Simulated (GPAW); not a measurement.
# TaN (Pm-3m) in GPAW: notebook, part 2 of 2

GPAW 26.7.0.

## 3. Phonons, LDA

Input file run.py:

```python
import json
import numpy as np
from ase import Atoms
from ase.constraints import FixSymmetry
from ase.io import write
from ase.optimize import BFGS
from phonopy import Phonopy
from phonopy.structure.atoms import PhonopyAtoms
from gpaw import GPAW, PW

atoms = Atoms(['Ta', 'N'],
              cell=[[2.73230769, 0.0, 0.0],
                    [0.0, 2.73230769, 0.0],
                    [0.0, 0.0, 2.73230769]],
              scaled_positions=[[0.0, 0.0, 0.0],
                                [0.5, 0.5, 0.5]],
              pbc=True)

calc = GPAW(mode=PW(800),
            xc='LDA',
            kpts={'size': (10, 10, 10), 'gamma': True},
            occupations={'name': 'fermi-dirac', 'width': 0.05},
            nbands=19,
            convergence={'density': 1e-06, 'eigenstates': 1e-09},
            maxiter=150,
            txt='gpaw.txt')
atoms.calc = calc
atoms.set_constraint(FixSymmetry(atoms))
BFGS(atoms, trajectory='relax.traj', logfile='-').run(fmax=0.005, steps=40)
atoms.set_constraint()
energy = atoms.get_potential_energy()
forces = atoms.get_forces()
stress = atoms.get_stress()
calc.write('gs.gpw')
write('result.traj', atoms)
print('Cell:', atoms.cell.cellpar().round(4))
print(atoms.get_scaled_positions().round(5))

def force_constants(scale):
    unit = PhonopyAtoms(symbols=atoms.get_chemical_symbols(), cell=atoms.cell[:] * scale**(1 / 3),
                        scaled_positions=atoms.get_scaled_positions())
    ph = Phonopy(unit, supercell_matrix=np.diag([2, 2, 2]), primitive_matrix=np.eye(3), symprec=1e-4)
    ph.generate_displacements(distance=0.02)
    forces = []
    for i, sc in enumerate(ph.supercells_with_displacements):
        a = Atoms(sc.symbols, cell=sc.cell, scaled_positions=sc.scaled_positions, pbc=True)
        c = GPAW(mode=PW(800),
                 xc='LDA',
                 kpts={'size': (5, 5, 5), 'gamma': True},
                 occupations={'name': 'fermi-dirac', 'width': 0.05},
                 nbands=108,
                 convergence={'density': 1e-06, 'eigenstates': 1e-09},
                 maxiter=150,
                 txt=f'disp-{scale:.3f}-{i:02d}.txt')
        a.calc = c
        f = a.get_forces()
        forces.append(f - f.mean(axis=0))
        print(f'displacement {i}: drift', f.mean(axis=0).round(5), flush=True)
    ph.forces = forces
    ph.produce_force_constants()
    ph.symmetrize_force_constants()
    return ph

qpoints = [[0.0, 0.0, 0.0], [0.0, 0.0, 0.5], [0.0, 0.5, 0.0], [0.0, 0.5, 0.5], [0.5, 0.0, 0.0], [0.5, 0.0, 0.5], [0.5, 0.5, 0.0], [0.5, 0.5, 0.5]]
results = {}
for scale in [1.0]:
    ph = force_constants(scale)
    ph.run_qpoints(qpoints)
    nu = ph.qpoints.frequencies * 33.35641  # THz to cm^-1
    results[f'{scale:.3f}'] = nu.tolist()
    for qp, f in zip(qpoints, nu):
        print(scale, np.round(qp, 4), f.round(2))

path = atoms.cell.bandpath('GXMGRX,MR', npoints=60, eps=1e-4)
ph.run_qpoints(path.kpts)
results['path'] = (ph.qpoints.frequencies * 33.35641).tolist()
results['path_q'] = path.kpts.tolist()
x, ticks, names = path.get_linear_kpoint_axis()
results['axis'] = [x.tolist(), list(ticks), names]
ph.run_mesh([15, 15, 15], is_gamma_center=True)
ph.run_thermal_properties(temperatures=[0, 100, 200, 300, 500, 800], cutoff_frequency=0.05)
tp = ph.thermal_properties
results['thermal'] = [list(v) for v in (tp.temperatures, tp.free_energy, tp.entropy, tp.heat_capacity)]
for t, fv, s, cv in zip(*results['thermal']):
    print(f'{t:6.0f} K  F {fv:9.4f} kJ/mol  S {s:9.4f} J/K/mol  Cv {cv:9.4f} J/K/mol')
json.dump(results, open('phonons.json', 'w'))
```

Potentials or basis: the program's PAW data sets (release 1.2.1) made for this functional, pw.

Launch:

```
> OMP_NUM_THREADS=1 python run.py
```

gpaw.txt:

```text
__  _  _
 | _ |_)|_||  |
 |__||  | ||/\| - 26.7.0

Input parameters:
  mode=PW(ecut=800.0),
  convergence={'density': 1e-06, 'eigenstates': 1e-09},
  kpts=MonkhorstPack(size=(10, 10, 10), gamma=True),
  maxiter=150,
  nbands=19,
  occupations=Occupations(name='fermi-dirac', width=0.05),
  xc=XC(name='LDA')

Diagonalizing LCAO Hamiltonian
Converting LCAO to pw mode
   .------.
  /|      |
 * |  N   |
 | .------.
 |/      /
 Ta-----*

Atoms  # Å, Bohr magnetons
|   | symbol |        x |        y |        z |    initial magnetic moments |
|---|--------|----------|----------|----------|-----------------------------|
| 0 |     Ta | 0.000000 | 0.000000 | 0.000000 | ( 0.0000,  0.0000,  0.0000) |
| 1 |      N | 1.366154 | 1.366154 | 1.366154 | ( 0.0000,  0.0000,  0.0000) |

Unit cell  # Å
| periodic |        x |        y |        z |  lengths |    angles |
|----------|----------|----------|----------|----------|-----------|
|      yes | 2.732308 | 0.000000 | 0.000000 | 2.732308 | 90.000000 |
|      yes | 0.000000 | 2.732308 | 0.000000 | 2.732308 | 90.000000 |
|      yes | 0.000000 | 0.000000 | 2.732308 | 2.732308 | 90.000000 |

Number of symmetries: 48
Symmetry operations  # r_c * U_cc + t_c -> r_c
|    | kind |            matrix            |
|----|------|------------------------------|
|  0 |  E   |  1, 0, 0,  0, 1, 0,  0, 0, 1 |
|  1 |  σ   |  1, 0, 0,  0, 1, 0,  0, 0,-1 |
|  2 |  σ   |  1, 0, 0,  0, 0, 1,  0, 1, 0 |
|  3 |  C4  |  1, 0, 0,  0, 0, 1,  0,-1, 0 |
|  4 |  C4  |  1, 0, 0,  0, 0,-1,  0, 1, 0 |
|  5 |  σ   |  1, 0, 0,  0, 0,-1,  0,-1, 0 |
|  6 |  σ   |  1, 0, 0,  0,-1, 0,  0, 0, 1 |
|  7 |  C2  |  1, 0, 0,  0,-1, 0,  0, 0,-1 |
|  8 |  σ   |  0, 1, 0,  1, 0, 0,  0, 0, 1 |
|  9 |  C2  |  0, 1, 0,  1, 0, 0,  0, 0,-1 |
| 10 |  C3  |  0, 1, 0,  0, 0, 1,  1, 0, 0 |
| 11 |  S6  |  0, 1, 0,  0, 0, 1, -1, 0, 0 |
| 12 |  S6  |  0, 1, 0,  0, 0,-1,  1, 0, 0 |
| 13 |  C3  |  0, 1, 0,  0, 0,-1, -1, 0, 0 |
| 14 |  C4  |  0, 1, 0, -1, 0, 0,  0, 0, 1 |
| 15 |  S4  |  0, 1, 0, -1, 0, 0,  0, 0,-1 |
| 16 |  C3  |  0, 0, 1,  1, 0, 0,  0, 1, 0 |
| 17 |  S6  |  0, 0, 1,  1, 0, 0,  0,-1, 0 |
| 18 |  σ   |  0, 0, 1,  0, 1, 0,  1, 0, 0 |
| 19 |  C4  |  0, 0, 1,  0, 1, 0, -1, 0, 0 |
| 20 |  C2  |  0, 0, 1,  0,-1, 0,  1, 0, 0 |
| 21 |  S4  |  0, 0, 1,  0,-1, 0, -1, 0, 0 |
| 22 |  S6  |  0, 0, 1, -1, 0, 0,  0, 1, 0 |
| 23 |  C3  |  0, 0, 1, -1, 0, 0,  0,-1, 0 |
| 24 |  S6  |  0, 0,-1,  1, 0, 0,  0, 1, 0 |
| 25 |  C3  |  0, 0,-1,  1, 0, 0,  0,-1, 0 |
| 26 |  C4  |  0, 0,-1,  0, 1, 0,  1, 0, 0 |
| 27 |  σ   |  0, 0,-1,  0, 1, 0, -1, 0, 0 |
| 28 |  S4  |  0, 0,-1,  0,-1, 0,  1, 0, 0 |
| 29 |  C2  |  0, 0,-1,  0,-1, 0, -1, 0, 0 |
| 30 |  C3  |  0, 0,-1, -1, 0, 0,  0, 1, 0 |
| 31 |  S6  |  0, 0,-1, -1, 0, 0,  0,-1, 0 |
| 32 |  C4  |  0,-1, 0,  1, 0, 0,  0, 0, 1 |
| 33 |  S4  |  0,-1, 0,  1, 0, 0,  0, 0,-1 |
| 34 |  S6  |  0,-1, 0,  0, 0, 1,  1, 0, 0 |
| 35 |  C3  |  0,-1, 0,  0, 0, 1, -1, 0, 0 |
| 36 |  C3  |  0,-1, 0,  0, 0,-1,  1, 0, 0 |
| 37 |  S6  |  0,-1, 0,  0, 0,-1, -1, 0, 0 |
| 38 |  σ   |  0,-1, 0, -1, 0, 0,  0, 0, 1 |
| 39 |  C2  |  0,-1, 0, -1, 0, 0,  0, 0,-1 |
| 40 |  σ   | -1, 0, 0,  0, 1, 0,  0, 0, 1 |
| 41 |  C2  | -1, 0, 0,  0, 1, 0,  0, 0,-1 |
| 42 |  C2  | -1, 0, 0,  0, 0, 1,  0, 1, 0 |
| 43 |  S4  | -1, 0, 0,  0, 0, 1,  0,-1, 0 |
| 44 |  S4  | -1, 0, 0,  0, 0,-1,  0, 1, 0 |
| 45 |  C2  | -1, 0, 0,  0, 0,-1,  0,-1, 0 |
| 46 |  C2  | -1, 0, 0,  0,-1, 0,  0, 0, 1 |
| 47 |  i   | -1, 0, 0,  0,-1, 0,  0, 0,-1 |

BZ-sampling:
  Number of BZ points: 1000
  Number of IBZ points: 56

  Monkhorst-Pack size: [10, 10, 10]
  Monkhorst-Pack shift: [0.05, 0.05, 0.05]

K-points  # in reciprocal-cell coordinates
|     |                                coordinates |     weight |
|-----|--------------------------------------------|------------|
|   0 | (  0.00000000,   0.00000000,   0.00000000) | 0.00100000 |
|   1 | (  0.10000000,   0.00000000,   0.00000000) | 0.00600000 |
|   2 | (  0.10000000,   0.10000000,   0.00000000) | 0.01200000 |
|   3 | (  0.10000000,   0.10000000,   0.10000000) | 0.00800000 |
|   4 | (  0.20000000,   0.00000000,   0.00000000) | 0.00600000 |
|   5 | (  0.20000000,   0.10000000,   0.00000000) | 0.02400000 |
|   6 | (  0.20000000,   0.10000000,   0.10000000) | 0.02400000 |
|   7 | (  0.20000000,   0.20000000,   0.00000000) | 0.01200000 |
|   8 | (  0.20000000,   0.20000000,   0.10000000) | 0.02400000 |
|   9 | (  0.20000000,   0.20000000,   0.20000000) | 0.00800000 |
| ... |                                            |            |
|  55 | (  0.50000000,   0.50000000,   0.50000000) | 0.00100000 |

Plane wave coefficients: 1068
Cutoff: 800.0 eV

Spin-components: 1 (collinear spins)
Bands:           19
Projectors:      11
Spin-degeneracy: 2
Datatype:        complex128

Parallelization:
  kpt:    1
  domain: 1
  band:   1

Density:
  Valence electrons: 18.0
  Components: 1
  Grid points: [18 18 18]
  Charge: 0.0  # |e|

Potential:
  Grid points: [18 18 18]

species:
  Ta:
    name:    Tantalum
    Z:       73.0
    valence: 13
    core:    60
    charge:  0.0  # [|e|]
    compensation charges:
      type: gauss
      rc: 0.42  # [Å]
      lmax: 2
    cutoffs:
      filter: 2.36  # [Å]
      core: 3.45  # [Å]
    projectors
    | kind |    occ | energy [eV] | rcut [Å] |
    |------|--------|-------------|----------|
    |   5s |  2.000 |     -72.979 |    1.365 |
    |   6s |  2.000 |      -5.599 |    1.365 |
    |   5p |  6.000 |     -39.590 |    1.349 |
    |   6p |  0.000 |      -1.483 |    1.349 |
    |   5d |  3.000 |      -3.794 |    1.307 |
    |    d |        |      23.417 |    1.307 |

    Using partial waves for Ta as LCAO basis

  N:
    name:    Nitrogen
    Z:       7.0
    valence: 5
    core:    2
    charge:  0.0  # [|e|]
    compensation charges:
      type: gauss
      rc: 0.18  # [Å]
      lmax: 2
    cutoffs:
      filter: 1.11  # [Å]
      core: 0.96  # [Å]
    projectors
    | kind |    occ | energy [eV] | rcut [Å] |
    |------|--------|-------------|----------|
    |   2s |  2.000 |     -18.420 |    0.603 |
    |   2p |  3.000 |      -7.237 |    0.529 |
    |    s |        |       8.791 |    0.603 |
    |    p |        |      19.974 |    0.529 |
    |    d |        |       0.000 |    0.577 |

    Using partial waves for N as LCAO basis

Reference energy: -425393.194025  # eV

eigensolver:
  PPCG
  Converge bands: occupied
  niter=2

density mixing:
  MSR1-Mixer
  Pratt-step length: 0.05
  Maximum mixing coefficient: 0.75
  Old densities: 10
  SVD Regularization: 0.005
  Good broyden scale: 1.0
  Trust region scale: 1.0
  Backstep threshold: 4.0
  History deletion threshold: 6.0
  Fourier metric: weight=20.0, sigma=0.015

occupation numbers:
  Fermi-Dirac:
    width: 0.0500  # eV

poisson solver:
  ecut: 6400.0  # eV

xc functional:
  name: None

convergence criteria:
- Maximum integral of absolute [dens]ity change: 1e-06 electrons / valence electron
- Maximum integral of absolute [eigenst]ate change: 1e-09 eV^2 / valence electron
- Maximum [total energy] change in last 3 cyles: 0.0005 eV / valence electron
maximum number of iterations: 150

SCF iterations
|iter     | |      energy | eigst |  dens |
|---------|-|-------------|-------|-------|
|iter:   1| |  -22.474541 | -0.07 |       |
|iter:   2| |  -22.131866 | -2.56 | -1.02 |
|iter:   3| |  -21.392429 | -1.80 | -1.08 |
|iter:   4| |  -21.394524 | -3.31 | -1.65 |
|iter:   5| |  -21.399593c| -3.57 | -1.87 |
|iter:   6| |  -21.399491c| -4.86 | -2.85 |
|iter:   7| |  -21.399488c| -6.89 | -3.69 |
|iter:   8| |  -21.399488c| -8.30 | -4.30 |
|iter:   9| |  -21.399488c| -9.39c| -4.99 |
|iter:  10| |  -21.399488c| -9.71c| -5.93 |
|iter:  11| |  -21.399488c|-11.16c| -6.72c|

Converged in 11 steps
Energy contributions relative to reference atoms: (reference = -425393.194025)

Energy contributions:
  Kinetic:          14.510423
  Coulomb:         -14.083408
  Zero:             -0.177330
  External:          0.000000
  Xc:              -21.649071
  Entropy:          -0.000206
  Spinorbit:         0.000000
  ----------------------------
  Free energy:     -21.399591
  Extrapolated:    -21.399488

dipole moment: (-9.810886, -9.810886, -9.810886)  # |e|*Ang

Fermi level: 15.414
Eigenvalues  # (at kpt = [0.000, 0.000, 0.000])
| band index |      eig [eV] | occ [0-2] |
|------------|---------------|-----------|
|          0 |       -53.578 |     2.000 |
|        ... |               |           |
|          2 |       -19.785 |     2.000 |
|          3 |       -19.785 |     2.000 |
|          4 |        -2.811 |     2.000 |
|          5 |        10.529 |     2.000 |
|          6 |        10.529 |     2.000 |
|          7 |        12.684 |     2.000 |
[... 9 lines left out ...]
|         17 |        36.879 |     0.000 |
|         18 |        36.879 |     0.000 |

No gap
No difference between direct/indirect transitions

Forces  # eV/Ang
|        x |        y |        z |
|----------|----------|----------|
| -0.00000 | -0.00000 | -0.00000 |  # Ta   0
| -0.00000 | -0.00000 |  0.00000 |  # N    1

Stress tensor  # eV/Ang^3
|        x |        y |        z |
|----------|----------|----------|
| 0.081473 | 0.000000 | 0.000000 |
| 0.000000 | 0.081473 | 0.000000 |
| 0.000000 | 0.000000 | 0.081473 |

# Writing to gs.gpw (mode='')
```

Run time: 23 min. Hardware: 1 thread of Arm Neoverse V2, shared host; peak memory 1.4 GiB.

What came out:

| Quantity | Value |
| --- | --- |
| Free energy | -21.3996 eV |
| Pressure after relaxing | -13.1 GPa |
| Band gap on the k mesh | none (metal or under the smearing width) |
| Highest phonon frequency | 512 cm⁻¹ |

Final structure:
```cif
data_structure
_symmetry_space_group_name_H-M 'P 1'
_symmetry_Int_Tables_number 1
_cell_length_a 2.7323
_cell_length_b 2.7323
_cell_length_c 2.7323
_cell_angle_alpha 90.000
_cell_angle_beta 90.000
_cell_angle_gamma 90.000
_cell_volume 20.40
loop_
_atom_site_label
_atom_site_type_symbol
_atom_site_fract_x
_atom_site_fract_y
_atom_site_fract_z
_atom_site_occupancy
Ta1 Ta 0.00000 0.00000 0.00000 1
N1 N 0.50000 0.50000 0.50000 1
```

Phonon frequencies in cm⁻¹ (negative: imaginary):
| q point | frequencies |
| --- | --- |
| (0.000, 0.000, 0.000) | 0 0 0 260 260 260 |
| (0.000, 0.000, 0.500) | 69 69 249 380 380 510 |
| (0.000, 0.500, 0.000) | 69 69 249 380 380 510 |
| (0.000, 0.500, 0.500) | 97 183 186 186 463 463 |
| (0.500, 0.000, 0.000) | 69 69 249 380 380 510 |
| (0.500, 0.000, 0.500) | 97 183 186 186 463 463 |
| (0.500, 0.500, 0.000) | 97 183 186 186 463 463 |
| (0.500, 0.500, 0.500) | 183 183 183 512 512 512 |

Caveat: the cell is more than 3 GPa from zero pressure, which shifts response properties; phonon bands are interpolated from a small supercell. The run has no spin-orbit coupling, so splittings on Ta are missing.
